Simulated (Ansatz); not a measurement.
Relaxed-ion elastic tensor of Li$_{3}$N in space group P6/mmm (No. 191; Li on 1b, Li on 2c, N on 1a) in GPa (Voigt order), the program Ansatz at the PBE level (PAW); density 1.31 g/cm³, 11.05 Å³ per atom.

```
 122  31.1   7.2   0.0   0.0   0.0
31.1   122   7.2   0.0   0.0   0.0
 7.2   7.2   143   0.0   0.0   0.0
 0.0   0.0   0.0  17.9   0.0   0.0
 0.0   0.0   0.0   0.0  17.9   0.0
 0.0   0.0   0.0   0.0   0.0  45.5
```

Problem. Is the crystal mechanically stable?

Solution. Yes: the smallest eigenvalue of C is 17.9 GPa.

Problem. Work out the Voigt, Reuss and Hill averages.

Solution. K_V = 53.1, K_R = 53.1, K_H = 53.1; G_V = 39.0, G_R = 29.3, G_H = 34.2 GPa.

Problem. Give Young's modulus, Poisson's ratio, Pugh's ratio and the universal anisotropy index.

Solution. E = 9KG/(3K + G) = 84.4 GPa; ν = 0.24; K/G = 1.55 (brittle by the Pugh limit of 1.75); A_U = 5G_V/G_R + K_V/K_R − 6 = 1.65.

Problem. Estimate the sound speeds and the Debye temperature.

Solution. v_l = √((K + 4G/3)/ρ) = 8690 m/s, v_t = √(G/ρ) = 5110 m/s, mean 5670 m/s; Θ = (h/k)(3n/4πV)^(1/3) v_m = 757 K.

Problem. Solve the Christoffel equation for the three sound speeds along x, y, z.

Solution. Eigenvalues of C_ijkl n_j n_l equal ρv². In km/s, slowest first: x 3.70, 5.90, 9.66; y 3.70, 5.90, 9.66; z 3.70, 3.70, 10.45.

Problem. How much does each axis shrink under pressure?

Solution. Linear compressibilities β_i = Σ_j S_ij (j = 1 to 3): x 6.2, y 6.2, z 6.4 per TPa.

Symmetry was held in the PBE relaxation. At this level the phase is dynamically unstable (imaginary phonons).

Potentials: the later of the program's two PAW sets.
